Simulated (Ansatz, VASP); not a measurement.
# BAs in two plane-wave programs, part 2 of 2

Wanted: the spread between two codes on one cell, functional and k mesh. The cell is taken from a series of VASP runs on this material, whose earlier steps may have relaxed, scaled or displaced it; both programs get it as it stands.

VASP 6.6.1 and Ansatz 0.2.0.

So far. Step 2 (VASP: single point, r2SCAN with rVV10): The run ends at a pressure of 0.02 GPa. Step 3 (Ansatz: single point, r2SCAN with rVV10): The run ends at a pressure of -0.45 GPa.

**5. VASP: band structure, r2SCAN with rVV10**

Level of this step: r2SCAN with rVV10; plane waves and PAW (B, As) (VASP).

Levels along a path test the potential and the projectors away from the mesh points.

The input, INCAR:

```
SYSTEM = BAs
PREC = Accurate
ENCUT = 420
EDIFF = 1E-06
NELM = 100
ISMEAR = 0
SIGMA = 0.05
LREAL = .FALSE.
ALGO = Normal
METAGGA = R2SCAN
LUSE_VDW = .TRUE.
IVDW_NL = 2
BPARAM = 11.95
CPARAM = 0.0093
LASPH = .TRUE.
NBANDS = 16
LORBIT = 11
LWAVE = .FALSE.
LCHARG = .FALSE.
KPAR = 2
```

The input, POSCAR:

```
BAs
1.0
    0.0000000000      2.3898420644      2.3898420644
    2.3898420644      0.0000000000      2.3898420644
    2.3898420644      2.3898420644      0.0000000000
B As
1 1
Direct
    0.0000000000      0.0000000000      0.0000000000
    0.2500000000      0.2500000000      0.2500000000
```

The input, KPOINTS:

```
Automatic mesh
0
Gamma
7 7 7
0 0 0
```

The input, KPOINTS_OPT:

```
Line mode
16
Line-mode
Reciprocal
  0.00000000   0.00000000   0.00000000 GAMMA
  0.50000000   0.00000000   0.50000000 X

  0.50000000   0.00000000   0.50000000 X
  0.50000000   0.25000000   0.75000000 W

  0.50000000   0.25000000   0.75000000 W
  0.37500000   0.37500000   0.75000000 K

  0.37500000   0.37500000   0.75000000 K
  0.00000000   0.00000000   0.00000000 GAMMA

  0.00000000   0.00000000   0.00000000 GAMMA
  0.50000000   0.50000000   0.50000000 L

  0.50000000   0.50000000   0.50000000 L
  0.62500000   0.25000000   0.62500000 U

  0.62500000   0.25000000   0.62500000 U
  0.50000000   0.25000000   0.75000000 W

  0.50000000   0.25000000   0.75000000 W
  0.50000000   0.50000000   0.50000000 L

  0.50000000   0.50000000   0.50000000 L
  0.37500000   0.37500000   0.75000000 K

  0.62500000   0.25000000   0.62500000 U
  0.50000000   0.00000000   0.50000000 X
```

Potentials, in the order of the species: B and As (PBE family, release 64).

Launch:

```
$ mpirun -np 2 vasp_std
```

Numbers of over 12 decimals in the logs are rounded to 6 here.

Log:

```text
[banner, memory and clock lines left out]
running    2 mpi-ranks, on    1 nodes
[...]
[... a notice as in an earlier step ...]

 [... a notice as in an earlier step ...]

 LDA part: xc-table for (None), standard interpolation
 POSCAR, INCAR and KPOINTS ok, starting setup
[...]
entering main loop
       N       E                     dE             d eps       ncg     rms          rms(c)
Total rVV10 correction in eV:      0.0897774    10.0781823
Total rVV10 correction in eV:      0.0897774    10.0781823
DAV:   1    -0.112229475222E+01   -0.11223E+01   -0.30788E+03   640   0.381E+02
DAV:   2    -0.232191622212E+02   -0.22097E+02   -0.21368E+02   864   0.865E+01
DAV:   3    -0.237296899273E+02   -0.51053E+00   -0.51012E+00   720   0.109E+01
DAV:   4    -0.237303989101E+02   -0.70898E-03   -0.70898E-03   872   0.496E-01
DAV:   5    -0.237303997959E+02   -0.88582E-06   -0.88580E-06   744   0.170E-02    0.498E+00
Total rVV10 correction in eV:      0.0982655    10.0781822
Total rVV10 correction in eV:      0.0982655    10.0781822
[...]
Total rVV10 correction in eV:      0.1163579    10.0781822
DAV:  11    -0.221311007202E+02    0.50959E-06   -0.50378E-06   800   0.124E-02
Total rVV10 correction in eV:      0.1163754    10.0781822
Total rVV10 correction in eV:      0.1163754    10.0781822
Total rVV10 correction in eV:      0.1163756    10.0781822
Total rVV10 correction in eV:      0.1163756    10.0781822
   1 F= -.22131101E+02 E0= -.22131101E+02  d E =-.330914E-25
 Start KPOINTS_OPT (optional k-point list driver)
k-point batch [1-20\160]
       N       E                     dE             ncg
DAV:   1     0.422847529656E+03   -0.31100E+04      640
DAV:   2    -0.233858517527E+02   -0.44623E+03      832
DAV:   3    -0.365130238839E+02   -0.13127E+02      768
DAV:   4    -0.365333458159E+02   -0.20322E-01      792
DAV:   5    -0.365333714299E+02   -0.25614E-04      792
DAV:   6    -0.365333714813E+02   -0.51376E-07      712
[...]
k-point batch [141-160\160]
       N       E                     dE             ncg
DAV:   1     0.228008295784E+03   -0.61611E+04      640
DAV:   2    -0.225973507279E+03   -0.45398E+03      888
DAV:   3    -0.236787678978E+03   -0.10814E+02      792
DAV:   4    -0.236806345670E+03   -0.18667E-01      792
DAV:   5    -0.236806374039E+03   -0.28369E-04      840
DAV:   6    -0.236806374105E+03   -0.66398E-07      672
```

OUTCAR, selected parts (step 5):

```text
  Total        0.0032850      0.0032850      0.0032850      0.0000000      0.0000000      0.0000000
  in kB        0.1928035      0.1928035      0.1928035      0.0000000      0.0000000      0.0000000
  external PRESSURE =       0.1928035 kB  Pullay stress =       0.0000000 kB

 POSITION                                       TOTAL-FORCE (eV/Angst)
 -----------------------------------------------------------------------------------
      0.00000      0.00000      0.00000        -0.000000     -0.000000     -0.000000
      1.19492      1.19492      1.19492         0.000000      0.000000      0.000000
 -----------------------------------------------------------------------------------
    total drift:                                0.000000      0.000000      0.000000

  FREE ENERGIE OF THE ION-ELECTRON SYSTEM (eV)
  ---------------------------------------------------
  free  energy   TOTEN  =       -22.1311007202 eV

  energy  without entropy=      -22.1311007202  energy(sigma->0) =      -22.13110072

[... 1 part as in an earlier step ...]

[... 2 further parts left out ...]
[key lines of the parts left out:]
E-fermi :   6.3635
```

Spin-orbit coupling is off here; it would split degenerate levels, and it lifts a valence top of As p states by about 0.1 eV.

**6. Ansatz: band structure, r2SCAN with rVV10**

The same cell, functional, mesh and smearing now go to Ansatz, which takes its cutoff from its data sets.

The cell is taken from a series of VASP runs on this material, whose earlier steps may have relaxed, scaled or displaced it; both programs get it as it stands.

The input, input.yaml:

```yaml
crystal:
  lattice:
    - [0.0, 2.3898420644, 2.3898420644]
    - [2.3898420644, 0.0, 2.3898420644]
    - [2.3898420644, 2.3898420644, 0.0]
  atoms:
    - { symbol: B, position: [0.0, 0.0, 0.0] }
    - { symbol: As, position: [0.25, 0.25, 0.25] }
hamiltonian:
  xc: r2scan
  pseudopotentials: { kind: paw }
  dispersion: rvv10
kpoints:
  mp_grid: { grid: [7, 7, 7] }
  band_path:
    path:
      - [0.0, 0.0, 0.0]
      - [0.16667, 0.0, 0.16667]
      - [0.33333, 0.0, 0.33333]
      - [0.4, 0.0, 0.4]
      - [0.5, 0.0, 0.5]
      - [0.5, 0.08333, 0.58333]
      - [0.5, 0.18333, 0.68333]
      - [0.5, 0.25, 0.75]
      - [0.45, 0.3, 0.75]
      - [0.40833, 0.34167, 0.75]
      - [0.35, 0.35, 0.7]
      - [0.225, 0.225, 0.45]
      - [0.075, 0.075, 0.15]
      - [0.03333, 0.03333, 0.03333]
      - [0.23333, 0.23333, 0.23333]
      - [0.4, 0.4, 0.4]
      - [0.51667, 0.46667, 0.51667]
      - [0.55833, 0.38333, 0.55833]
      - [0.60833, 0.28333, 0.60833]
      - [0.60833, 0.25, 0.64167]
      - [0.55833, 0.25, 0.69167]
      - [0.51667, 0.25, 0.73333]
      - [0.5, 0.3, 0.7]
      - [0.5, 0.38333, 0.61667]
      - [0.5, 0.48333, 0.51667]
      - [0.475, 0.475, 0.55]
      - [0.425, 0.425, 0.65]
      - [0.38333, 0.38333, 0.73333]
      - [0.59167, 0.18333, 0.59167]
      - [0.55, 0.1, 0.55]
      - [0.5, 0.0, 0.5]
    npoints: 1
scf:
  occupations: { method: gaussian, width: 0.05 }
  n_extra_bands: 7
output:
  forces: true
  stress: true
  eigenvalues: true
```

Launch:

```
$ ansatz run input.yaml --threads 2 --pin off --max-ram 4608MiB --backend cpu --events-out ev --progress --plain --runs-dir out
```

Log:

```text
[...]
Crystal: 2 atoms, lattice volume = 27.298 Å³
Basis set: ecut = 500 eV, 701 PW (Γ), exchange–correlation on 120×120×120 points (64 copies of the dense FFT grid, shifted against one another)
Bands: 16, of which v1, the nominal top of the filled ones, is band 9 counted from 1 (8 counted from 0)
Symmetry: 24 space group operations
[...]
k-point 0: bands = [... 5 lower, -5.1525, 11.0083, 11.0083, 11.0083, 14.4393, 14.4393, 14.4393, 16.0991, ... 3 higher]
  k-point 1: bands = [... 5 lower, -4.8015, 8.4904, 10.4302, 10.4302, 14.6229, 15.2001, 15.2001, 17.7260, ... 3 higher]
  k-point 2: bands = [... 5 lower, -3.7921, 4.9653, 9.6006, 9.6006, 14.2384, 16.0334, 16.0334, 19.9644, ... 3 higher]
  k-point 19: bands = [... 5 lower, -0.7226, 2.4787, 4.8625, 6.4819, 15.1491, 17.8320, 18.7334, 19.5067, ... 3 higher]
[key lines of the parts left out:]
SCF converged after 6 iterations
Free energy (F): -5019.999063 eV
Fermi energy:    11.687711 eV
P = ⅓ Tr σ = -0.4484 GPa (-4.484 kbar)
```

Run time: 4 s. Hardware: 2 threads of Intel Xeon Platinum 8488C (Sapphire Rapids), shared host; peak memory 0.48 GiB.

**7. Side by side**

Compared:

```tsv
quantity	Ansatz	VASP	difference
pressure (GPa)	-0.45	0.02	-0.47
gap over the path points (eV)	1.336	1.335	+0.001
```

Levels at points of the path, from each program's valence-band top (eV; 3 filled, then empty):

```tsv
k (reciprocal lattice)	Ansatz	VASP
0.000 0.000 0.000	0.00 0.00 0.00 3.43 3.43 3.43	0.00 0.00 0.00 3.43 3.43 3.43
0.167 0.000 0.167	-2.41 -1.82 -1.82 2.43 5.96 5.96	-2.41 -1.81 -1.81 2.42 5.96 5.96
0.333 0.000 0.333	-6.29 -3.66 -3.66 1.44 3.39 9.74	-6.29 -3.66 -3.66 1.43 3.39 9.71
0.400 0.000 0.400	-7.75 -4.08 -4.08 1.34 2.48 11.10	-7.75 -4.07 -4.07 1.33 2.47 11.07
0.500 0.000 0.500	-9.06 -4.31 -4.31 1.58 1.66 12.17	-9.06 -4.31 -4.31 1.58 1.65 12.14
0.500 0.083 0.583	-8.97 -4.71 -4.64 2.31 2.43 11.28	-8.97 -4.70 -4.64 2.31 2.42 11.25
0.500 0.183 0.683	-8.70 -5.52 -5.29 4.46 4.76 8.72	-8.70 -5.52 -5.29 4.45 4.76 8.70
0.500 0.250 0.750	-8.60 -5.75 -5.44 5.67 6.45 7.15	-8.60 -5.74 -5.45 5.65 6.44 7.13
0.450 0.300 0.750	-8.62 -6.00 -4.78 4.12 6.10 8.17	-8.62 -6.00 -4.78 4.11 6.09 8.15
0.408 0.342 0.750	-8.65 -6.18 -3.98 2.69 5.98 9.28	-8.65 -6.18 -3.98 2.68 5.97 9.25
```

Among the levels compared at these points, filled levels agree within 5 meV and empty ones within 32 meV.

**8. VASP: band structure, r2SCAN with rVV10, spin-orbit coupling**

Levels along a path test the potential and the projectors away from the mesh points.

Edit INCAR of step 5 so:

```diff
@@ -15,3 +15,7 @@
 LASPH = .TRUE.
-NBANDS = 16
+LNONCOLLINEAR = .TRUE.
+MAGMOM = 0 0 0 0 0 0
+NBANDS = 20
+GGA_COMPAT = .FALSE.
+LSORBIT = .TRUE.
 LORBIT = 11
```

POSCAR is that of step 5.

The input, KPOINTS:

```
Automatic mesh
0
Gamma
6 6 6
0 0 0
```

KPOINTS_OPT is that of step 5.

Launch:

```
$ mpirun -np 2 vasp_ncl
```

Log:

```text
[... set-up lines as in an earlier step ...]
 entering main loop
       N       E                     dE             d eps       ncg     rms          rms(c)
Total rVV10 correction in eV:      0.0897774    10.0781823
Total rVV10 correction in eV:      0.0897774    10.0781823
DAV:   1     0.350881386855E+01    0.35088E+01   -0.29853E+03   880   0.617E+02
DAV:   2    -0.225683031208E+02   -0.26077E+02   -0.23883E+02  1192   0.124E+02
DAV:   3    -0.237251653857E+02   -0.11569E+01   -0.11457E+01  1056   0.225E+01
DAV:   4    -0.237295856376E+02   -0.44203E-02   -0.44189E-02  1060   0.161E+00
DAV:   5    -0.237295953479E+02   -0.97103E-05   -0.97101E-05  1008   0.811E-02    0.498E+00
Total rVV10 correction in eV:      0.0983154    10.0781822
Total rVV10 correction in eV:      0.0983154    10.0781822
DAV:   6    -0.221657259795E+02    0.15639E+01   -0.40259E-01   964   0.538E+00    0.280E+00
Total rVV10 correction in eV:      0.1086317    10.0781822
Total rVV10 correction in eV:      0.1086317    10.0781822
DAV:   7    -0.221322726363E+02    0.33453E-01   -0.12116E-01  1096   0.254E+00    0.957E-01
[...]
DAV:  12    -0.221289226487E+02    0.39219E-06   -0.40943E-07   852   0.678E-03
Total rVV10 correction in eV:      0.1165858    10.0781822
Total rVV10 correction in eV:      0.1165858    10.0781822
Total rVV10 correction in eV:      0.1165829    10.0781822
Total rVV10 correction in eV:      0.1165829    10.0781822
   1 F= -.22128923E+02 E0= -.22128923E+02  d E =-.248517E-11  mag=    -0.0000    -0.0000    -0.0000
 Start KPOINTS_OPT (optional k-point list driver)
k-point batch [1-22\160]
       N       E                     dE             ncg
DAV:   1     0.546164396387E+03   -0.34415E+04      880
DAV:   2    -0.363874826067E+02   -0.58255E+03     1208
DAV:   3    -0.595113188735E+02   -0.23124E+02     1100
DAV:   4    -0.595939535994E+02   -0.82635E-01     1072
DAV:   5    -0.595941402254E+02   -0.18663E-03     1084
DAV:   6    -0.595941409368E+02   -0.71142E-06      952
[...]
k-point batch [155-160\160]
       N       E                     dE             ncg
DAV:   1     0.501715087753E+04   -0.16899E+04      240
DAV:   2     0.485589536869E+04   -0.16126E+03      316
DAV:   3     0.485040776945E+04   -0.54876E+01      320
DAV:   4     0.485038938767E+04   -0.18382E-01      300
DAV:   5     0.485038934907E+04   -0.38599E-04      320
DAV:   6     0.485038934894E+04   -0.12831E-06      256
```

Parts of OUTCAR (step 8):

```text
  Total        0.0087954      0.0087954      0.0087954     -0.0000000      0.0000000      0.0000000
  in kB        0.5162153      0.5162153      0.5162153     -0.0000000      0.0000000      0.0000000
  external PRESSURE =       0.5162153 kB  Pullay stress =       0.0000000 kB

  FREE ENERGIE OF THE ION-ELECTRON SYSTEM (eV)
  ---------------------------------------------------
  free  energy   TOTEN  =       -22.1289226487 eV

  energy  without entropy=      -22.1289226487  energy(sigma->0) =      -22.12892265

 magnetization (x)
# of ion       s       p       d       tot
------------------------------------------
    1        0.000  -0.000   0.000  -0.000
    2       -0.000   0.000   0.000   0.000
--------------------------------------------------
tot          0.000  -0.000   0.000  -0.000

 magnetization (y)
# of ion       s       p       d       tot
------------------------------------------
    1        0.000   0.000   0.000   0.000
    2        0.000  -0.000   0.000   0.000
--------------------------------------------------
tot          0.000   0.000   0.000   0.000

 magnetization (z)
# of ion       s       p       d       tot
------------------------------------------
    1       -0.000  -0.000   0.000  -0.000
    2        0.000   0.000   0.000   0.000
--------------------------------------------------
tot         -0.000  -0.000   0.000  -0.000

[... 2 parts as in an earlier step ...]

[... 2 further parts left out ...]
[key lines of the parts left out:]
E-fermi :   6.2935
```

The run ends at a pressure of 0.05 GPa.

**9. Ansatz: band structure, r2SCAN with rVV10, spin-orbit coupling**

The same cell, functional, mesh and smearing now go to Ansatz, which takes its cutoff from its data sets.

The cell is taken from a series of VASP runs on this material, whose earlier steps may have relaxed, scaled or displaced it; both programs get it as it stands.

Edit input.yaml of step 6 so:

```diff
@@ -10,6 +10,9 @@
   xc: r2scan
-  pseudopotentials: { kind: paw }
+  pseudopotentials: { kind: paw_fr }
   dispersion: rvv10
+magnetization:
+  noncollinear: true
+  spin_orbit: true
 kpoints:
-  mp_grid: { grid: [7, 7, 7] }
+  mp_grid: { grid: [6, 6, 6] }
   band_path:
@@ -50,3 +53,3 @@
   occupations: { method: gaussian, width: 0.05 }
-  n_extra_bands: 7
+  n_extra_bands: 14
 output:
```

Launch:

```
$ ansatz run input.yaml --threads 2 --pin off --max-ram 4608MiB --backend cpu --events-out ev --progress --plain --runs-dir out
```

Log:

```text
[...]
non-collinear run that drives no moment, with spin-orbit: no starting moment large enough to seed its density (crystal.atoms[].spin), no starting occupations that ask for one, no magnetisation constraint and no magnetic field, so the semilocal B_xc is pinned to zero
Crystal: 2 atoms, lattice volume = 27.298 Å³
[...]
k-point 1: bands = [... 14 lower, 10.2126, 10.2126, 10.3504, 10.3524, 14.5687, 14.5687, 15.3277, 15.3277, ... 10 higher]
  k-point 2: bands = [... 14 lower, 9.3229, 9.3229, 9.4656, 9.4673, 14.1292, 14.1292, 16.0538, 16.0538, ... 10 higher]
  k-point 15: bands = [... 14 lower, 5.5300, 5.6505, 5.8114, 5.8300, 15.0377, 15.0828, 15.3189, 15.3221, ... 10 higher]
[key lines of the parts left out:]
SCF converged after 7 iterations
Magnetization: |M| = 0.0000 μB,  M = (+0.0000, +0.0000, +0.0000) μB
Free energy (F): -5016.976859 eV
Fermi energy:    11.760191 eV
P = ⅓ Tr σ = -0.4264 GPa (-4.264 kbar)
```

It took 12 s on 2 threads; peak memory 0.57 GiB.

**10. Differences**

What differs besides the data sets and the points named for the pairs above, as far as they apply: spin-orbit coupling enters by fully relativistic files in Ansatz and inside the spheres in VASP; the data sets hold 18 valence electrons in Ansatz (fully relativistic PAW (standard-fr) files) and 8 in VASP. Total energies have different zeros and are not compared.

Compared:

```tsv
quantity	Ansatz	VASP	difference
pressure (GPa)	-0.43	0.05	-0.48
gap over the path points (eV)	1.268	1.266	+0.002
```

Levels at points of the path, from each program's valence-band top (eV; 6 filled, then empty):

```tsv
k (reciprocal lattice)	Ansatz	VASP
0.000 0.000 0.000	-0.21 -0.21 0.00 0.00 0.00 0.00 3.23 3.23 3.43 3.43 3.43 3.43	-0.21 -0.21 0.00 0.00 0.00 0.00 3.23 3.23 3.44 3.44 3.44 3.44
0.167 0.000 0.167	-2.50 -2.50 -1.94 -1.94 -1.82 -1.82 2.36 2.36 5.81 5.81 5.96 5.96	-2.49 -2.49 -1.94 -1.94 -1.82 -1.82 2.36 2.36 5.80 5.80 5.96 5.96
0.333 0.000 0.333	-6.36 -6.36 -3.79 -3.79 -3.66 -3.66 1.37 1.37 3.33 3.33 9.59 9.59	-6.35 -6.35 -3.79 -3.79 -3.66 -3.66 1.36 1.36 3.32 3.32 9.57 9.57
0.400 0.000 0.400	-7.82 -7.82 -4.21 -4.21 -4.08 -4.08 1.27 1.27 2.41 2.41 10.96 10.96	-7.82 -7.82 -4.21 -4.21 -4.08 -4.08 1.27 1.27 2.41 2.41 10.93 10.93
0.500 0.000 0.500	-9.13 -9.13 -4.45 -4.45 -4.32 -4.32 1.51 1.51 1.59 1.59 12.03 12.03	-9.13 -9.13 -4.44 -4.44 -4.31 -4.31 1.51 1.51 1.58 1.58 12.00 12.00
0.500 0.083 0.583	-9.05 -9.02 -4.85 -4.78 -4.68 -4.67 2.22 2.26 2.36 2.36 11.15 11.25	-9.05 -9.02 -4.84 -4.77 -4.68 -4.67 2.22 2.26 2.36 2.36 11.12 11.21
0.500 0.183 0.683	-8.80 -8.73 -5.66 -5.54 -5.35 -5.33 4.36 4.41 4.70 4.70 8.58 8.70	-8.80 -8.73 -5.66 -5.54 -5.35 -5.34 4.36 4.40 4.69 4.69 8.56 8.69
0.500 0.250 0.750	-8.71 -8.63 -5.89 -5.75 -5.51 -5.50 5.60 5.61 6.38 6.38 7.04 7.08	-8.71 -8.63 -5.89 -5.75 -5.51 -5.50 5.58 5.58 6.38 6.38 7.02 7.06
0.450 0.300 0.750	-8.72 -8.65 -6.13 -6.02 -4.88 -4.82 4.03 4.07 6.02 6.05 8.04 8.15	-8.72 -8.65 -6.13 -6.02 -4.88 -4.82 4.02 4.06 6.01 6.04 8.03 8.13
0.408 0.342 0.750	-8.75 -8.69 -6.30 -6.20 -4.06 -4.03 2.60 2.63 5.89 5.93 9.16 9.25	-8.76 -8.69 -6.30 -6.20 -4.06 -4.03 2.60 2.63 5.88 5.92 9.13 9.23
```

Among the levels compared at these points, filled levels agree within 5 meV and empty ones within 31 meV.

**11. Summary of results**

```
difference in gap on the k mesh (single point, r2SCAN with rVV10)                               : 0.0011 eV
difference in gap over the path points (band structure, r2SCAN with rVV10)                      : 0.0014 eV
difference in gap over the path points (band structure, r2SCAN with rVV10, spin-orbit coupling) : 0.0020 eV
```

In words: The difference in gap over the path points is 0.0020 eV (band structure, r2SCAN with rVV10, spin-orbit coupling), within the 0.08 eV picked in this series as the mark of a large difference. 1 further run of this series is not shown here. Such differences can come from data sets, numerical settings and the points named under the comparisons, not from the functional's error against experiment.

[Lines on the potential files, build, host, timing and source positions are cut from VASP's logs without a mark.]

[Logs are printed without paths, hosts, clocks, repeated set-up lines and the standing remarks that a program may print on its own settings, such as how far it seeks lower states.]

[Hosts, paths, dates, database ids (printed as entryN), source tags and the programs' standing remarks are cut or masked in the printed files.]
